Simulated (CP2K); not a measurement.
# GaSb under changes of volume

One of the cells (28.625 Å³/atom); the others are scaled copies at fixed shape and fractional positions:

```
Sb Ga
1.0
     4.32608    0.00000    0.00000
     2.16304    3.74649    0.00000
     2.16304    1.24883    3.53223
Sb Ga
1 1
Direct
  0.75000 0.75000 0.75000
  0.00000 0.00000 0.00000
```

```yaml
Program: CP2K 2026.2
Functional: PBEsol
Potentials_or_basis: POTENTIAL_UZH Sb GTH-PBE-q5, Ga GTH-PBE-q13; TZVP-MOLOPT-PBE-GTH basis
Density_cutoff: 6123 eV
k_mesh: 8 × 8 × 8
Occupations: fermi-dirac, width 0.1 eV
Spin: no spin polarisation
```

| volume (Å³/atom) | energy over the lowest point (meV/atom) | pressure (GPa) | gap on the mesh (eV) |
| --- | --- | --- | --- |
| 26.907 | ? | ? | ? |
| 27.480 | 19.94 | 3.7 | 0.30 |
| 28.052 | 9.13 | 2.4 | 0.15 |
| 28.625 | 2.63 | 1.3 | none |
| 29.197 | 0.00 | 0.3 | none |
| 29.770 | 0.86 | -0.7 | none |
| 30.342 | 4.85 | -1.5 | none |

Question: What does the run at 26.907 Å³/atom give?

Answer: Energy over the lowest point 35.66 meV/atom; pressure 5.2 GPa; gap on the mesh 0.43 eV.

Worked out: A Birch-Murnaghan fit of order 3 (a polynomial in V^(-2/3)) to the other rows has its minimum at 29.33 Å³/atom with B0 = V·E''(V) = 49 GPa and B' = 4.4. It gives 35.57 meV/atom at 26.907 Å³/atom, against the run's 35.66, and -dE/dV = 5.1 GPa, against 5.2.

Energies are extrapolated to zero smearing.

Caveats: the potentials were made for another functional, which shifts forces and pressure; the basis of atomic orbitals isn't converged, which shifts pressures, moduli and gaps; spin-orbit coupling is left out, which moves the levels of the heavy elements (some runs).

A mesh can miss the band edges.

A gap of «none» marks a metal or a gap under the smearing width.
